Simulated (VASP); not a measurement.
# A VASP 6.6.1 single-point calculation on KBr

INCAR

```
NELM = 120
ISMEAR = -1
ISIF = 2
EDIFF = 1E-7
SIGMA = 0.02
METAGGA = MBJ
LWAVE = .FALSE.
LREAL = .FALSE.
IBRION = -1
NSW = 0
LCHARG = .FALSE.
ENCUT = 200
LASPH = .TRUE.
NBANDS = 15
PREC = Accurate
```

KPOINTS

```
KPOINTS created by Atomic Simulation Environment
0
Gamma
6 6 6
0 0 0
```

POSCAR

```
K  Br
 1.0000000000000000
     0.0000000000000000    3.1601035756000000    3.3377858742000002
     3.1601035756000000    0.0000000000000000    3.3377858742000002
     3.1601035756000000    3.1601035756000000    0.0000000000000000
 K   Br
   1   1
Cartesian
  0.0000000000000000  0.0000000000000000  0.0000000000000000
  3.1601035756000009  3.1601035756000009  3.3377858742000002
```

The recommended PBE PAW datasets give the neutral cell 16 valence electrons.

Command

```
mpirun -np 1 vasp_std
```

Q: Predict the outcome of this run.

A: It didn't converge.

OSZICAR

```
N       E                     dE             d eps       ncg     rms          rms(c)
DAV:   1     0.232811109036E+03    0.23281E+03   -0.40324E+03   947   0.449E+02
DAV:   2     0.179247575062E+03   -0.53564E+02   -0.51179E+02  1248   0.141E+02
DAV:   3     0.176943807623E+03   -0.23038E+01   -0.22966E+01  1322   0.265E+01
DAV:   4     0.176886660047E+03   -0.57148E-01   -0.57143E-01  1098   0.412E+00
DAV:   5     0.176884878908E+03   -0.17811E-02   -0.17811E-02  1431   0.517E-01    0.628E+00
DAV:   6     0.176533925191E+03   -0.35095E+00   -0.10299E+01  1187   0.231E+01    0.996E+00
DAV:   7     0.176552462651E+03    0.18537E-01   -0.15122E+00  1117   0.886E+00    0.928E+00
DAV:   8     0.176750116259E+03    0.19765E+00   -0.14462E-01  1216   0.244E+00    0.938E+00
DAV:   9     0.176435417321E+03   -0.31470E+00   -0.32523E-02  1229   0.104E+00    0.880E+00
DAV:  10     0.173447718124E+03   -0.29877E+01   -0.62664E+00   977   0.144E+01    0.898E+00
...
DAV: 112     0.180003205917E+03    0.35977E-02   -0.18706E-05  1068   0.294E-02    0.561E-01
DAV: 113     0.180003262809E+03    0.56892E-04   -0.23240E-06   977   0.114E-02    0.595E-01
DAV: 114     0.180004178190E+03    0.91538E-03   -0.18124E-06  1033   0.814E-03    0.605E-01
DAV: 115     0.180003324905E+03   -0.85329E-03   -0.64021E-07  1026   0.485E-03    0.597E-01
DAV: 116     0.179998087977E+03   -0.52369E-02   -0.69134E-05   914   0.462E-02    0.529E-01
DAV: 117     0.180006646188E+03    0.85582E-02   -0.45399E-04   900   0.122E-01    0.640E-01
DAV: 118     0.180016310744E+03    0.96646E-02   -0.25103E-04   914   0.958E-02    0.749E-01
DAV: 119     0.180016906691E+03    0.59595E-03   -0.19508E-05   928   0.313E-02    0.816E-01
DAV: 120     0.180017599684E+03    0.69299E-03   -0.64953E-06  1005   0.157E-02
   1 F= 0.18001760E+03 E0= 0.18001760E+03  d E =-.438821E-11
```

Standard output (part)

```
POSCAR found type information on POSCAR K Br
 POSCAR found :  2 types and       2 ions
 LDA part: xc-table for (None), standard interpolation
 POSCAR, INCAR and KPOINTS ok, starting setup
 WAVECAR not read
 entering main loop
|     The electronic self-consistency was not achieved in the given           |
|     number of steps (NELM). The forces and other quantities evaluated       |
|     might not be reliable so examine the results carefully. If you find     |
|     spurious results, we suggest increasing NELM, if you were close to      |
|     convergence or switching to a different ALGO or adjusting the           |
|     density mixing parameters otherwise.                                    |
```
